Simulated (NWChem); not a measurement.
Crystal: As.

```
As
1.0
     1.88080    1.08588    3.51406
    -1.88080    1.08588    3.51406
     0.00000   -2.17176    3.51406
As
2
Direct
  0.22600 0.22600 0.22600
  0.77400 0.77400 0.77400
```

```yaml
Program: NWChem 7.3.0
Task: single point
Functional: PBE
Potentials_or_basis: NWChem's default library (pspw_default)
Cutoff: 544 eV
Density_cutoff: 1088 eV
k_mesh: 9 × 9 × 9
Occupations: fermi-dirac, width 0.05 eV
Spin: no spin polarisation
```

On this cell: pressure 1.4 GPa; largest force 0.304 eV/Å.

The same run follows on a disturbed copy (atoms moved at random, drawn with an rms of 0.05 Å):

```xyz
2
Lattice="1.8808 1.0859 3.5141 -1.8808 1.0859 3.5141 0.0000 -2.1718 3.5141" Properties=species:S:1:pos:R:3 pbc="T T T"
As   -0.0243   -0.0316    2.3523
As    0.0000    0.0160   -2.3925
```

**Question.** What changes?

**Answer.** The energy moves by +8.0 meV/atom; pressure 2.0 GPa; largest force 0.584 eV/Å.

Forces on the atoms (eV/Å):
```
As   0.121  0.274  0.502
As  -0.121 -0.274 -0.502
```

Stress tensor (GPa, compression positive):
```
 1.43 -0.24  0.66
-0.24  2.59  1.39
 0.66  1.39  1.93
```

Caveats: potentials of this library can shift pressures by several GPa and gaps by up to half an eV, enough to turn an indirect gap into a direct one.
